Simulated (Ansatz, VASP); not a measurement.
Given: the input of a run of VASP 6.6.1 on Se.

Contents of INCAR:

```
SYSTEM = Se
PREC     = Accurate       ! precision mode
ENCUT    = 520            ! plane-wave cutoff, eV
EDIFF    = 1E-7           ! SCF threshold, eV
ISMEAR   = -1             ! smearing method
SIGMA    = 0.05           ! smearing width, eV
LREAL    = .False.        ! projectors in reciprocal space
LASPH    = .True.         ! aspherical terms in the spheres
NELM     = 80             ! most SCF steps
ALGO     = Normal         ! electronic algorithm
ISIF     = 2              ! what is computed and relaxed
LWAVE    = .False.        ! write WAVECAR
LCHARG   = .False.        ! write CHGCAR
GGA      = PE             ! functional
NBANDS   = 13             ! bands
```

KPOINTS

```
regular mesh
0
Gamma
  10 10 6
  0 0 0
```

The input POSCAR:

```
Se
1.0
    1.3754256413     -3.9844149549      0.0000000000
    1.3754256413      3.9844149549      0.0000000000
    0.0000000000      0.0000000000      4.5510800891
Se
2
Direct
    0.0643446800      0.9356553200      0.2500000000
    0.9356553200      0.0643446800      0.7500000000
```

Potentials or basis: VASP PAW PBE potentials, release 64 (Se).

Command:

```console
$ cat potpaw_PBE.64/Se/POTCAR > POTCAR
$ mpirun -np 1 vasp_std > vasp.out
```

Task: Set up the same calculation for Ansatz 0.2.0. Potentials there: Ansatz PAW.

Result: As run (the cutoff follows the program's own potentials):

Contents of input.yaml:

```yaml
crystal:
  lattice:
    - [1.3754256413, -3.9844149549, 0.0]
    - [1.3754256413, 3.9844149549, 0.0]
    - [0.0, 0.0, 4.5510800891]
  atoms:
    - { symbol: Se, position: [0.06434468, 0.93565532, 0.25] }
    - { symbol: Se, position: [0.93565532, 0.06434468, 0.75] }
hamiltonian:
  xc: pbe
  pseudopotentials: { kind: paw }
kpoints:
  mp_grid: { grid: [10, 10, 6] }
scf:
  occupations: { method: fermi_dirac, width: 0.05 }
output:
  forces: true
  stress: true
  eigenvalues: true
```

Potentials or basis: Ansatz PAW.

The run is started by

```console
$ ansatz run input.yaml --threads 2 --pin off --max-ram 5120MiB --backend cpu --events-out ev --progress --plain --runs-dir out
```

Both were run:

|  | VASP | Ansatz | Ansatz less VASP |
| --- | --- | --- | --- |
| gap on the k mesh at the Fermi level (eV) | none | none | - |
| pressure (GPa) | 4.3 | 4.2 | -0.07 |
| largest component of the traceless stress (GPa) | 3.35 | 3.28 | -0.073 |
| rms of the force components (eV/Å) | 0.090 | 0.086 | -0.0044 |

Atom by atom the forces differ by 0.004 eV/Å (rms over components). A gap of «none» marks a metal or a gap that the smearing closes. The two sets of potentials don't hold the same shells in valence.
